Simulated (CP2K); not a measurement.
# Rb (Im-3m) in CP2K: notebook, part 2 of 2

CP2K 2026.2. The steps go on from the part before.

### 3 Single point, LDA, 86.28 Å³/atom (volume scaled by 0.98)

The input, rb_eos.inp:

```
&GLOBAL
  PROJECT rb_eos
  RUN_TYPE ENERGY_FORCE
  PRINT_LEVEL LOW
&END GLOBAL
&FORCE_EVAL
  METHOD QS
  STRESS_TENSOR ANALYTICAL
  &DFT
    BASIS_SET_FILE_NAME BASIS_MOLOPT_UZH
    POTENTIAL_FILE_NAME GTH_POTENTIALS
    WFN_RESTART_FILE_NAME previous-RESTART.kp
    &MGRID
      CUTOFF 450
      REL_CUTOFF 60
      NGRIDS 5
    &END MGRID
    &QS
      METHOD GPW
      EPS_DEFAULT 1.0E-9
    &END QS
    &KPOINTS
      SCHEME MONKHORST-PACK 7 7 7
      GAMMA_CENTERED T
      SYMMETRY T
      SYMMETRY_BACKEND SPGLIB
    &END KPOINTS
    &SCF
      SCF_GUESS RESTART
      EPS_SCF 1.0E-6
      MAX_SCF 100
      ADDED_MOS 8
      CHOLESKY OFF
      EPS_EIGVAL 1.0E-7
      &DIAGONALIZATION ON
        ALGORITHM STANDARD
      &END DIAGONALIZATION
      &MIXING ON
        METHOD BROYDEN_MIXING
        ALPHA 0.4
        BETA 1.5
        NBUFFER 8
      &END MIXING
      &SMEAR ON
        METHOD FERMI_DIRAC
        ELECTRONIC_TEMPERATURE [K] 580.226
      &END SMEAR
    &END SCF
    &XC
      &XC_FUNCTIONAL
        &LDA_X
        &END LDA_X
        &LDA_C_PW
        &END LDA_C_PW
      &END XC_FUNCTIONAL
    &END XC
    &PRINT
      &KPOINTS ON
      &END KPOINTS
      &MULLIKEN ON
      &END MULLIKEN
      &MO ON
        ENERGIES T
        OCCUPATION_NUMBERS T
        &EACH
          QS_SCF 0
        &END EACH
        ADD_LAST NUMERIC
      &END MO
    &END PRINT
  &END DFT
  &SUBSYS
    &CELL
      ABC 4.8214937396 4.8214937396 4.8214937396
      ALPHA_BETA_GAMMA 109.4712206328 109.4712206349 109.4712206350
      PERIODIC XYZ
    &END CELL
    &COORD
      SCALED
      Rb  0.0000000000 0.0000000000 0.0000000000
    &END COORD
    &KIND Rb
      BASIS_SET TZVP-MOLOPT-PBE-GTH-q9
      POTENTIAL GTH-PADE-q9
    &END KIND
    &PRINT
      &ATOMIC_COORDINATES ON
      &END ATOMIC_COORDINATES
      &CELL ON
      &END CELL
      &SYMMETRY ON
      &END SYMMETRY
    &END PRINT
  &END SUBSYS
  &PRINT
    &FORCES ON
    &END FORCES
    &STRESS_TENSOR ON
    &END STRESS_TENSOR
  &END PRINT
&END FORCE_EVAL
```

Potentials or basis: GTH_POTENTIALS Rb GTH-PADE-q9; TZVP-MOLOPT-PBE-GTH basis.

Launch:

```bash
> OMP_NUM_THREADS=1 cp2k.psmp -i rb_eos.inp -o rb_eos.out
```

Run time: 7.6 s. Hardware: 1 thread of Arm Neoverse V2, shared host; peak memory 0.3 GiB.

Results (log left out):

```
Free energy            : -656.3475 eV
Pressure               : -0.3 GPa
Band gap on the k mesh : none (metal or under the smearing width)
```

Caveat: the basis of atomic orbitals isn't converged, which shifts pressures, moduli and gaps.

### 4 Single point, LDA, 89.80 Å³/atom (volume scaled by 1.02)

rb_eos.inp: that of step 3 with these lines changed.

```diff
@@ -73,4 +73,4 @@
     &CELL
-      ABC 4.8214937396 4.8214937396 4.8214937396
-      ALPHA_BETA_GAMMA 109.4712206328 109.4712206349 109.4712206350
+      ABC 4.8862194998 4.8862194998 4.8862194998
+      ALPHA_BETA_GAMMA 109.4712206332 109.4712206348 109.4712206347
       PERIODIC XYZ
```

Launch:

```bash
> OMP_NUM_THREADS=1 cp2k.psmp -i rb_eos.inp -o rb_eos.out
```

It took 8 s on 1 thread of Arm Neoverse V2, shared host; peak memory 0.3 GiB.

The run converged. Its results:

- Free energy: -656.3398 eV
- Pressure: -0.4 GPa
- Band gap on the k mesh: none (metal or under the smearing width)

Caveat: the basis of atomic orbitals isn't converged, which shifts pressures, moduli and gaps.

### 5 Single point, LDA, 84.52 Å³/atom (volume scaled by 0.96)

rb_eos.inp: that of step 4 with these lines changed.

```diff
@@ -73,4 +73,4 @@
     &CELL
-      ABC 4.8862194998 4.8862194998 4.8862194998
-      ALPHA_BETA_GAMMA 109.4712206332 109.4712206348 109.4712206347
+      ABC 4.7884687734 4.7884687734 4.7884687734
+      ALPHA_BETA_GAMMA 109.4712206339 109.4712206344 109.4712206345
       PERIODIC XYZ
```

Launch:

```bash
> OMP_NUM_THREADS=1 cp2k.psmp -i rb_eos.inp -o rb_eos.out
```

Wall time 8.3 s (1 thread of Arm Neoverse V2, shared host); peak memory 0.3 GiB.

It converged, with:

* Free energy: -656.3505 eV
* Pressure: -0.2 GPa
* Band gap on the k mesh: none (metal or under the smearing width)

Caveat: the basis of atomic orbitals isn't converged, which shifts pressures, moduli and gaps.

### 6 Single point, LDA, 91.57 Å³/atom (volume scaled by 1.04)

rb_eos.inp: that of step 5 with these lines changed.

```diff
@@ -73,4 +73,4 @@
     &CELL
-      ABC 4.7884687734 4.7884687734 4.7884687734
-      ALPHA_BETA_GAMMA 109.4712206339 109.4712206344 109.4712206345
+      ABC 4.9179490869 4.9179490869 4.9179490870
+      ALPHA_BETA_GAMMA 109.4712206345 109.4712206342 109.4712206344
       PERIODIC XYZ
```

Potentials or basis: GTH_POTENTIALS Rb GTH-PADE-q9; TZVP-MOLOPT-PBE-GTH basis.

Launch:

```bash
> OMP_NUM_THREADS=1 cp2k.psmp -i rb_eos.inp -o rb_eos.out
```

Run time: 8.7 s. Hardware: 1 thread of Arm Neoverse V2, shared host; peak memory 0.31 GiB.

Results (log left out):

| Item | Value |
| --- | --- |
| Free energy | -656.3353 eV |
| Pressure | -0.4 GPa |
| Band gap on the k mesh | none (metal or under the smearing width) |

Caveat: the basis of atomic orbitals isn't converged, which shifts pressures, moduli and gaps.

### 7 Single point, LDA, 82.76 Å³/atom (volume scaled by 0.94)

rb_eos.inp: that of step 6 with these lines changed.

```diff
@@ -73,4 +73,4 @@
     &CELL
-      ABC 4.9179490869 4.9179490869 4.9179490870
-      ALPHA_BETA_GAMMA 109.4712206345 109.4712206342 109.4712206344
+      ABC 4.7549818822 4.7549818822 4.7549818822
+      ALPHA_BETA_GAMMA 109.4712206344 109.4712206342 109.4712206341
       PERIODIC XYZ
```

Launch:

```bash
> OMP_NUM_THREADS=1 cp2k.psmp -i rb_eos.inp -o rb_eos.out
```

It took 8.8 s on 1 thread of Arm Neoverse V2, shared host; peak memory 0.3 GiB.

Results (log left out):

```yaml
Free_energy: -656.3529 eV
Pressure: -0.2 GPa
Band_gap_on_the_k_mesh: none (metal or under the smearing width)
```

Caveat: the basis of atomic orbitals isn't converged, which shifts pressures, moduli and gaps.

### 8 Single point, LDA, 93.33 Å³/atom (volume scaled by 1.06)

rb_eos.inp: that of step 7 with these lines changed.

```diff
@@ -73,4 +73,4 @@
     &CELL
-      ABC 4.7549818822 4.7549818822 4.7549818822
-      ALPHA_BETA_GAMMA 109.4712206344 109.4712206342 109.4712206341
+      ABC 4.9492744480 4.9492744479 4.9492744480
+      ALPHA_BETA_GAMMA 109.4712206344 109.4712206341 109.4712206343
       PERIODIC XYZ
```

Launch:

```bash
> OMP_NUM_THREADS=1 cp2k.psmp -i rb_eos.inp -o rb_eos.out
```

Run time: 8.4 s. Hardware: 1 thread of Arm Neoverse V2, shared host; peak memory 0.31 GiB.

It converged, with:

```
Free energy            : -656.3304 eV
Pressure               : -0.5 GPa
Band gap on the k mesh : none (metal or under the smearing width)
```

Caveat: the basis of atomic orbitals isn't converged, which shifts pressures, moduli and gaps.

### 9 Equation of state, LDA

Potentials or basis: GTH_POTENTIALS Rb GTH-PADE-q9; TZVP-MOLOPT-PBE-GTH basis.

No new run: the results of the series are fitted here.

What came out:

```
Equilibrium volume : 78.15 Å³/atom (rough: see the caveat)
Bulk modulus       : 3.7 GPa (rough)
```

Energy against volume, from the lowest point:
```
volume (Å³/atom)  energy (meV/atom)
          82.761               0.00
          84.522               2.43
          86.283               5.46
          88.043               9.04
          89.804              13.13
          91.565              17.64
          93.326              22.54
```

Caveat: the minimum lies outside the volumes run; the basis of atomic orbitals isn't converged, which shifts pressures, moduli and gaps.
